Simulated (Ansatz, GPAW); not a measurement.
# Geometry or basis: what sets the conductance of hydroquinonedithiol between two Al chains, part 3 of 4

How well does hydroquinonedithiol between two Al chains conduct once its atoms have relaxed, and how much do cheaper levels lose?

GPAW 26.7.0 and Ansatz 0.2.0; Ansatz plane waves; relaxation of the junction with the lead ends held; PAW set soft_1 (the session's first sound run).

So far, transmission at the Fermi level (one spin): step 3 (plane waves, PBE) 0.0232. Also open channels of the lead at the Fermi level (one spin): step 3 2.

## (4) GPAW, dzp

Localised orbitals split the wire into layers that couple to their neighbours alone, which is what the Green's function method needs; double zeta with polarisation is the usual level for numbers.

This step: GPAW LCAO, PAW setups; Landauer transmission from Green's functions with principal layers (ASE), zero bias (GPAW 26.7.0).

File run.py:

```python
import json
import numpy as np
from ase import Atoms
from ase.transport.calculators import TransportCalculator
from gpaw import GPAW, FermiDirac
from gpaw.lcao.tools import get_lcao_hamiltonian
from scipy.linalg import eigh

# The junction with lead layers at both ends, along the third cell vector
device = Atoms(
    ['Al', 'Al', 'Al', 'Al', 'Al', 'Al', 'Al', 'S', 'H', 'C', 'C', 'H', 'O', 'C', 'C', 'O', 'H', 'C', 'C', 'H', 'S', 'Al', 'Al', 'Al', 'Al', 'Al', 'Al', 'Al'],
    positions=[
        [6.24660, 4.50000, 1.20000],
        [6.24660, 4.50000, 3.60000],
        [6.24660, 4.50000, 6.00000],
        [6.24660, 4.50000, 8.40000],
        [6.24660, 4.50000, 10.80000],
        [5.10757, 4.89817, 13.09597],
        [6.17834, 4.43529, 15.48227],
        [4.93294, 5.35512, 17.12392],
        [7.79093, 5.23044, 18.08155],
        [5.71740, 5.20079, 18.71547],
        [7.10035, 5.19408, 18.92483],
        [3.28924, 5.16039, 18.75418],
        [3.49486, 5.16850, 19.71333],
        [4.85251, 5.17769, 19.83680],
        [7.63599, 5.16790, 20.21428],
        [8.99380, 5.14989, 20.33754],
        [9.19881, 5.13518, 21.29646],
        [5.38809, 5.19201, 21.12643],
        [6.77111, 5.18927, 21.33559],
        [4.69756, 5.22668, 21.96971],
        [7.55843, 5.32603, 22.92766],
        [6.29833, 4.43412, 24.57335],
        [7.38718, 4.87900, 26.95198],
        [6.24660, 4.50000, 29.25278],
        [6.24660, 4.50000, 31.65278],
        [6.24660, 4.50000, 34.05278],
        [6.24660, 4.50000, 36.45278],
        [6.24660, 4.50000, 38.85278]],
    cell=[[12.4932, 0.0, 0.0], [0.0, 9.0, 0.0], [0.0, 0.0, 40.05278]],
    pbc=True)

# One principal layer of the lead: the first 4 atoms of the device
lead = Atoms(
    ['Al', 'Al', 'Al', 'Al'],
    positions=[
        [6.24660, 4.50000, 1.20000],
        [6.24660, 4.50000, 3.60000],
        [6.24660, 4.50000, 6.00000],
        [6.24660, 4.50000, 8.40000]],
    cell=[[12.4932, 0.0, 0.0], [0.0, 9.0, 0.0], [0.0, 0.0, 9.6]],
    pbc=True)

settings = dict(mode='lcao', basis='dzp', xc='PBE', h=0.18,
                occupations=FermiDirac(0.1), maxiter=250,
                mixer=dict(beta=0.1, nmaxold=8, weight=100.0),
                convergence=dict(density=0.0001))
energies = np.arange(-2, 2 + 1e-9, 0.025)
eta = 0.0001
n1, n2 = 1, 1
# k and -k transmit alike, so half of the mesh across the current serves
mesh = [(i, j) for i in range(n1) for j in range(n2) if (i, j) <= (-i % n1, -j % n2)]
weights = np.array([1 if (i, j) == (-i % n1, -j % n2) else 2 for i, j in mesh]) / (n1 * n2)

# [... helper functions left out ...]
fermi_lead = ground_state(lead, (1, 1, 12), 'lead.txt')
fermi_device = ground_state(device, (1, 1, 2), 'device.txt')
# [... loop over the mesh left out, but for ...]
        # Shift the lead onto the potential of the device's first layer
        shift = ((H[:, 0, 0] - H0[:, 0, 0]) / S0[0, 0]).real.mean()
# [...]
kT = 8.617333e-5 * 300
bias = [0.1, 0.2, 0.5, 1.0, 1.5, 2.0]
# [... integrals and printing left out ...]
```

On the command line:

```console
> OMP_NUM_THREADS=1 OPENBLAS_NUM_THREADS=1 python run.py
```

Numbers of over 12 decimals in the logs are rounded to 6 here.

Log:

```text
basis functions: device 332, principal layer 52
Fermi level: lead -3.4212 eV, device -3.2508 eV; lead shifted by 0.0181 eV
largest coupling past the next layer 1.60e-15 eV, largest misfit of the first layer 0.063 eV
  E-E_F (eV)   T (one spin)  channels
    -2.000    1.2303e-02    1.0000
    -1.975    1.5377e-02    1.0000
    -1.950    1.9248e-02    1.0000
    -1.925    2.4060e-02    1.0000
    -1.900    2.9950e-02    1.0000
    -1.875    3.7020e-02    1.0000
    -1.850    4.5295e-02    1.0000
    -1.825    5.4676e-02    1.0000
    -1.800    6.4885e-02    1.0000
    -1.775    7.5439e-02    1.0000
    -1.750    8.5672e-02    1.0000
    -1.725    9.4818e-02    1.0000
    -1.700    1.0215e-01    1.0000
    -1.675    1.0716e-01    1.0000
    -1.650    1.0966e-01    1.0000
    -1.625    1.0984e-01    1.0000
[...]
1.825    8.3572e-02    3.0000
     1.850    8.8371e-02    3.0000
     1.875    9.3539e-02    3.0000
     1.900    9.9088e-02    3.0000
     1.925    1.0502e-01    3.0000
     1.950    1.1135e-01    3.0000
     1.975    1.1805e-01    3.0000
     2.000    1.2513e-01    3.0000
conductance at 300 K: 0.029286 G0 a cell; thermopower -8.763 uV/K
current from the zero-bias T(E) at 0.1 V: 0.2255 uA
current from the zero-bias T(E) at 0.2 V: 0.44298 uA
current from the zero-bias T(E) at 0.5 V: 1.0068 uA
current from the zero-bias T(E) at 1.0 V: 1.761 uA
current from the zero-bias T(E) at 1.5 V: 2.5443 uA
current from the zero-bias T(E) at 2.0 V: 3.2779 uA
```

It took 3.2 min on 1 thread of Arm Neoverse V1, shared host; peak memory 2.3 GiB.

Numbers from this step:

```yaml
conductance: 0.02929 G₀
thermopower: -8.763 μV/K
largest_coupling_past_the_next_principal_layer: 1.60e-15 eV
largest_misfit_of_the_first_principal_layer: 0.06348 eV
shift_that_aligns_the_lead: 0.01807 eV
basis_functions_of_the_junction: 332
basis_functions_of_a_principal_layer: 52
transmission_at_the_fermi_level_one_spin: 0.02982
```

One spin. Transmission, zone mean against energy, zero at the Fermi level:

energy (eV), transmission, zone mean and a bar:
```
   -2.000      0.012 #
   -1.800      0.065 ###
   -1.600      0.108 #####
   -1.400      0.593 ##############################
   -1.200      0.000 
   -1.000      0.000 
   -0.800      0.000 
   -0.600      0.000 
   -0.400      0.000 
   -0.200      0.014 #
    0.000      0.030 ##
    0.200      0.032 ##
    0.400      0.036 ##
    0.600      0.041 ##
    0.800      0.039 ##
    1.000      0.038 ##
    1.200      0.039 ##
    1.400      0.043 ##
    1.600      0.054 ###
    1.800      0.079 ####
    2.000      0.125 ######
```

Crossings of the lead's bands, unfolded to its shortest repeat. Table of open channels, zone mean by energy, zero at the Fermi level:

```csv
energy (eV),"open channels, zone mean"
-2.000,1
-1.800,1
-1.600,1
-1.400,1
-1.200,0
-1.000,0
-0.800,0
-0.600,0
-0.400,0
-0.200,2
0.000,2
0.200,2
0.400,2
0.600,2
0.800,2
1.000,3
1.200,3
1.400,3
1.600,3
1.800,3
2.000,3
```

Not self-consistent under bias; the bias window is split evenly. Table of current through one cell, from the zero-bias transmission by bias:

```csv
bias (V),"current through one cell, from the zero-bias transmission (μA)"
0.100,0.225
0.200,0.443
0.500,1.01
1.000,1.76
1.500,2.54
2.000,3.28
```

Table of transmission of the three most open eigenchannels by energy, zero at the Fermi level:

```csv
energy (eV),channel 1,channel 2,channel 3
-2.000,0.0123,0,0
-1.900,0.0300,0,0
-1.800,0.0649,0,0
-1.700,0.102,0,0
-1.600,0.108,0,0
-1.500,0.104,0,0
-1.400,0.593,0,0
-1.300,7.0e-4,0,0
-1.200,0,0,0
-1.100,1.8e-12,0,0
-1.000,2.2e-12,0,0
-0.900,3.8e-12,0,0
-0.800,1.8e-11,0,0
-0.700,3.1e-9,0,0
-0.600,1.8e-9,0,0
-0.500,5.0e-11,0,0
-0.400,5.4e-10,0,0
-0.300,0.00711,3.2e-5,0
-0.200,0.0143,8.2e-5,0
-0.100,0.0238,1.5e-4,0
0.000,0.0296,1.9e-4,0
0.100,0.0310,1.8e-4,0
0.200,0.0315,1.3e-4,0
0.300,0.0332,7.6e-5,0
0.400,0.0362,2.3e-5,0
0.500,0.0393,2.6e-7,1.0e-10
0.600,0.0410,5.5e-5,1.4e-12
0.700,0.0405,2.5e-4,1.1e-12
0.800,0.0383,6.4e-4,2.4e-12
0.900,0.0354,0.00125,2.3e-11
1.000,0.0348,0.00267,7.8e-5
1.100,0.0346,0.00320,2.1e-4
1.200,0.0350,0.00344,3.6e-4
1.300,0.0363,0.00349,5.5e-4
1.400,0.0389,0.00338,7.6e-4
1.500,0.0433,0.00318,9.9e-4
1.600,0.0503,0.00295,0.00119
1.700,0.0605,0.00274,0.00135
1.800,0.0751,0.00258,0.00146
1.900,0.0951,0.00248,0.00153
2.000,0.121,0.00244,0.00156
```

At the Fermi level T is 0.0298 against 0.0232 in plane waves. Couplings past the next layer reach 1.6e-15 eV, small enough to drop; the matrix elements of the cell's first layer differ from the bulk lead's by up to 0.063 eV. That layer keeps its own values in the calculation, and only beyond it is the lead taken as perfect. The Fermi levels of lead and junction count from different zeros of potential, one for each periodic cell; with both set to zero, the small remaining shift is what aligns them. By hand: G = 0.02929 × 77.48 μS = 2.27 μS, a resistance of 441 kΩ; at 0.1 V a linear junction would pass 0.227 μA, and the integral over the bias window gives 0.225 μA. Mott's formula, S = -(π²/3)(k_B²T/e) d ln T/dE, has the prefactor 7.33 μV/K·eV at 300 K; T = 0.02889 at -0.025 eV and 0.03043 at 0.025 eV give a slope of 1.04 per eV and S = -7.61 μV/K, beside -8.76 μV/K from the thermal integral, which interpolates the same grid.

## (5) GPAW, szp: basis = "szp(dzp)"

One radial function a shell plus polarisation makes the matrices smaller; the question is what that costs.

run.py, as its differences from that of step 4:

```diff
@@ -54,3 +54,3 @@
 
-settings = dict(mode='lcao', basis='dzp', xc='PBE', h=0.18,
+settings = dict(mode='lcao', basis='szp(dzp)', xc='PBE', h=0.18,
                 occupations=FermiDirac(0.1), maxiter=250,
```

Log:

```text
basis functions: device 232, principal layer 36
Fermi level: lead -3.9091 eV, device -3.6880 eV; lead shifted by 0.0248 eV
largest coupling past the next layer 1.29e-15 eV, largest misfit of the first layer 0.072 eV
  E-E_F (eV)   T (one spin)  channels
    -2.000    1.8890e-02    1.0000
    -1.975    2.5210e-02    1.0000
    -1.950    3.3436e-02    1.0000
[...]
1.975    3.1316e-01    3.0000
     2.000    3.3680e-01    3.0000
conductance at 300 K: 0.024799 G0 a cell; thermopower -14.42 uV/K
current from the zero-bias T(E) at 0.1 V: 0.19074 uA
current from the zero-bias T(E) at 0.2 V: 0.3737 uA
current from the zero-bias T(E) at 0.5 V: 0.85224 uA
current from the zero-bias T(E) at 1.0 V: 1.636 uA
current from the zero-bias T(E) at 1.5 V: 2.6155 uA
current from the zero-bias T(E) at 2.0 V: 3.6785 uA
```

The job ended after 2.6 min (1 thread; peak memory 2.3 GiB).

This step gave:

```
conductance                                    : 0.02480 G₀
thermopower                                    : -14.42 μV/K
largest coupling past the next principal layer : 1.29e-15 eV
largest misfit of the first principal layer    : 0.07244 eV
shift that aligns the lead                     : 0.02480 eV
basis functions of the junction                : 232
basis functions of a principal layer           : 36
transmission at the Fermi level (one spin)     : 0.02534
```

One spin. Table of transmission, zone mean by energy, zero at the Fermi level:

energy (eV), transmission, zone mean and a bar:
```
   -2.000      0.019 #
   -1.900      0.058 ##
   -1.800      0.158 #####
   -1.700      0.607 ###################
   -1.675      0.948 ##############################
   -1.600      0.070 ##
   -1.500      0.000 
   -1.400      0.000 
   -1.300      0.000 
   -1.200      0.000 
   -1.100      0.000 
   -1.000      0.000 
   -0.900      0.000 
   -0.800      0.000 
   -0.700      0.000 
   -0.600      0.000 
   -0.500      0.000 
   -0.400      0.000 
   -0.300      0.004 
   -0.200      0.009 
   -0.100      0.018 #
    0.000      0.025 #
    0.100      0.028 #
    0.200      0.030 #
    0.300      0.034 #
    0.400      0.040 #
    0.500      0.047 #
    0.600      0.051 ##
    0.700      0.052 ##
    0.800      0.053 ##
    0.900      0.055 ##
    1.000      0.058 ##
    1.100      0.061 ##
    1.200      0.065 ##
    1.300      0.071 ##
    1.400      0.079 ###
    1.500      0.093 ###
    1.600      0.113 ####
    1.700      0.143 #####
    1.800      0.188 ######
    1.900      0.251 ########
    2.000      0.337 ###########
```

The conductance, 0.0248 G₀, lies 15 % below that of the dzp run.

## (6) GPAW, sz: basis = "sz(dzp)"

The minimal basis is the cheapest rung: no second zeta and no polarisation.

run.py, as its differences from that of step 5:

```diff
@@ -54,3 +54,3 @@
 
-settings = dict(mode='lcao', basis='szp(dzp)', xc='PBE', h=0.18,
+settings = dict(mode='lcao', basis='sz(dzp)', xc='PBE', h=0.18,
                 occupations=FermiDirac(0.1), maxiter=250,
```

Log:

```text
basis functions: device 100, principal layer 16
Fermi level: lead -4.1722 eV, device -3.9126 eV; lead shifted by 0.0337 eV
largest coupling past the next layer 1.01e-15 eV, largest misfit of the first layer 0.094 eV
  E-E_F (eV)   T (one spin)  channels
    -2.000    1.2097e-01    1.0000
    -1.975    1.5653e-01    1.0000
    -1.950    1.9799e-01    1.0000
[...]
1.975    2.0152e-01    3.0000
     2.000    2.1687e-01    3.0000
conductance at 300 K: 0.027446 G0 a cell; thermopower -13.33 uV/K
current from the zero-bias T(E) at 0.1 V: 0.21115 uA
current from the zero-bias T(E) at 0.2 V: 0.41396 uA
current from the zero-bias T(E) at 0.5 V: 0.94312 uA
current from the zero-bias T(E) at 1.0 V: 1.784 uA
current from the zero-bias T(E) at 1.5 V: 2.8286 uA
current from the zero-bias T(E) at 2.0 V: 3.9483 uA
```

The job ended after 95 s (1 thread; peak memory 2.1 GiB).

Numbers from this step:

```
conductance                                    : 0.02745 G₀
thermopower                                    : -13.33 μV/K
largest coupling past the next principal layer : 1.01e-15 eV
largest misfit of the first principal layer    : 0.09382 eV
shift that aligns the lead                     : 0.03370 eV
basis functions of the junction                : 100
basis functions of a principal layer           : 16
transmission at the Fermi level (one spin)     : 0.02802
```

One spin. The transmission, zone mean by energy, zero at the Fermi level:

energy (eV), transmission, zone mean and a bar:
```
   -2.000      0.121 ####
   -1.900      0.291 #########
   -1.800      0.529 ################
   -1.750      0.967 ##############################
   -1.700      0.002 
   -1.600      0.000 
   -1.500      0.000 
   -1.400      0.000 
   -1.300      0.000 
   -1.200      0.000 
   -1.100      0.000 
   -1.000      0.000 
   -0.900      0.000 
   -0.800      0.000 
   -0.700      0.000 
   -0.600      0.000 
   -0.500      0.000 
   -0.400      0.000 
   -0.300      0.005 
   -0.200      0.011 
   -0.100      0.020 #
    0.000      0.028 #
    0.100      0.031 #
    0.200      0.032 #
    0.300      0.036 #
    0.400      0.042 #
    0.500      0.049 ##
    0.600      0.054 ##
    0.700      0.056 ##
    0.800      0.057 ##
    0.900      0.058 ##
    1.000      0.059 ##
    1.100      0.060 ##
    1.200      0.062 ##
    1.300      0.065 ##
    1.400      0.070 ##
    1.500      0.077 ##
    1.600      0.088 ###
    1.700      0.103 ###
    1.800      0.127 ####
    1.900      0.163 #####
    2.000      0.217 #######
```

The conductance, 0.0274 G₀, lies 6.3 % below that of the dzp run.

## (7) RPBE in the dzp basis: xc = "RPBE"

Back in the dzp basis, the functional changes from PBE to RPBE, to set the spread between functionals beside that between bases.

run.py, as its differences from that of step 6:

```diff
@@ -54,3 +54,3 @@
 
-settings = dict(mode='lcao', basis='sz(dzp)', xc='PBE', h=0.18,
+settings = dict(mode='lcao', basis='dzp', xc='RPBE', h=0.18,
                 occupations=FermiDirac(0.1), maxiter=250,
```

Log:

```text
basis functions: device 332, principal layer 52
Fermi level: lead -3.3663 eV, device -3.1897 eV; lead shifted by 0.0157 eV
largest coupling past the next layer 1.20e-15 eV, largest misfit of the first layer 0.063 eV
  E-E_F (eV)   T (one spin)  channels
    -2.000    1.1575e-02    1.0000
    -1.975    1.4458e-02    1.0000
    -1.950    1.8080e-02    1.0000
[...]
1.975    1.0921e-01    3.0000
     2.000    1.1579e-01    3.0000
conductance at 300 K: 0.028023 G0 a cell; thermopower -8.389 uV/K
current from the zero-bias T(E) at 0.1 V: 0.21588 uA
current from the zero-bias T(E) at 0.2 V: 0.42467 uA
current from the zero-bias T(E) at 0.5 V: 0.97075 uA
current from the zero-bias T(E) at 1.0 V: 1.707 uA
current from the zero-bias T(E) at 1.5 V: 2.4808 uA
current from the zero-bias T(E) at 2.0 V: 3.1962 uA
```

The job ended after 3.2 min (1 thread; peak memory 2.3 GiB).

Numbers from this step:

```yaml
conductance: 0.02802 G₀
thermopower: -8.389 μV/K
largest_coupling_past_the_next_principal_layer: 1.20e-15 eV
largest_misfit_of_the_first_principal_layer: 0.06266 eV
shift_that_aligns_the_lead: 0.01573 eV
basis_functions_of_the_junction: 332
basis_functions_of_a_principal_layer: 52
transmission_at_the_fermi_level_one_spin: 0.02849
```

The conductance, 0.0280 G₀, lies 4.3 % below that of the dzp run.

## (8) The structure as built: geometry = "as built"

The dzp basis with PBE on the structure as first built shows what the relaxation was worth.

run.py, as its differences from that of step 7:

```diff
@@ -17,20 +17,20 @@
         [6.24660, 4.50000, 10.80000],
-        [5.10757, 4.89817, 13.09597],
-        [6.17834, 4.43529, 15.48227],
-        [4.93294, 5.35512, 17.12392],
-        [7.79093, 5.23044, 18.08155],
-        [5.71740, 5.20079, 18.71547],
-        [7.10035, 5.19408, 18.92483],
-        [3.28924, 5.16039, 18.75418],
-        [3.49486, 5.16850, 19.71333],
-        [4.85251, 5.17769, 19.83680],
-        [7.63599, 5.16790, 20.21428],
-        [8.99380, 5.14989, 20.33754],
-        [9.19881, 5.13518, 21.29646],
-        [5.38809, 5.19201, 21.12643],
-        [6.77111, 5.18927, 21.33559],
-        [4.69756, 5.22668, 21.96971],
-        [7.55843, 5.32603, 22.92766],
-        [6.29833, 4.43412, 24.57335],
-        [7.38718, 4.87900, 26.95198],
+        [6.24660, 4.50000, 13.20000],
+        [6.24660, 4.50000, 15.60000],
+        [4.84903, 5.18315, 17.15567],
+        [7.66462, 5.19122, 17.98263],
+        [5.63779, 5.17643, 18.75559],
+        [7.02909, 5.18238, 18.86350],
+        [3.25000, 5.20647, 18.94344],
+        [3.50043, 5.18872, 19.88729],
+        [4.86939, 5.18247, 19.92782],
+        [7.62378, 5.18246, 20.12496],
+        [8.99274, 5.18870, 20.16550],
+        [9.24317, 5.20648, 21.10934],
+        [5.46408, 5.18242, 21.18929],
+        [6.85538, 5.17646, 21.29720],
+        [4.82855, 5.19129, 22.07015],
+        [7.64414, 5.18323, 22.89711],
+        [6.24660, 4.50000, 24.45278],
+        [6.24660, 4.50000, 26.85278],
         [6.24660, 4.50000, 29.25278],
@@ -54,3 +54,3 @@
 
-settings = dict(mode='lcao', basis='dzp', xc='RPBE', h=0.18,
+settings = dict(mode='lcao', basis='dzp', xc='PBE', h=0.18,
                 occupations=FermiDirac(0.1), maxiter=250,
```

Log:

```text
basis functions: device 332, principal layer 52
Fermi level: lead -3.4212 eV, device -3.2656 eV; lead shifted by -0.0014 eV
largest coupling past the next layer 1.60e-15 eV, largest misfit of the first layer 0.012 eV
  E-E_F (eV)   T (one spin)  channels
    -2.000    1.5391e-03    1.0000
    -1.975    1.6082e-03    1.0000
    -1.950    1.6871e-03    1.0000
[...]
1.975    1.5899e-01    3.0000
     2.000    1.6566e-01    3.0000
conductance at 300 K: 0.11187 G0 a cell; thermopower 7.755 uV/K
current from the zero-bias T(E) at 0.1 V: 0.86294 uA
current from the zero-bias T(E) at 0.2 V: 1.7024 uA
current from the zero-bias T(E) at 0.5 V: 3.8349 uA
current from the zero-bias T(E) at 1.0 V: 5.5739 uA
current from the zero-bias T(E) at 1.5 V: 6.7 uA
current from the zero-bias T(E) at 2.0 V: 7.8312 uA
```

It took 2.4 min on 1 thread; peak memory 2.3 GiB.

Numbers from this step:

```
conductance                                    : 0.1119 G₀
thermopower                                    : 7.755 μV/K
largest coupling past the next principal layer : 1.60e-15 eV
largest misfit of the first principal layer    : 0.01239 eV
shift that aligns the lead                     : -0.001447 eV
transmission at the Fermi level (one spin)     : 0.1132
```

The conductance, 0.112 G₀, lies 282 % above that of the dzp run.

## (9) Cost and result by level

Times are wall times on the hardware named with each run. Results by setting:

```csv
no.,run,conductance (G₀),time,memory (GiB)
1,pw PBE,0.02287,76 min,6.5
2,dzp,0.02929,3.2 min,2.3
3,szp,0.02480,2.6 min,2.3
4,sz,0.02745,95 s,2.1
5,dzp RPBE,0.02802,3.2 min,2.3
6,asbuilt,0.1119,2.4 min,2.3
```

(Continued in part 4 of 4.)

[Logs are printed without paths, hosts, clocks, repeated set-up lines and the standing remarks that a program may print on its own settings, such as how far it seeks lower states.]

[Hosts, paths, dates, database ids (printed as entryN), source tags and the programs' standing remarks are cut or masked in the printed files.]
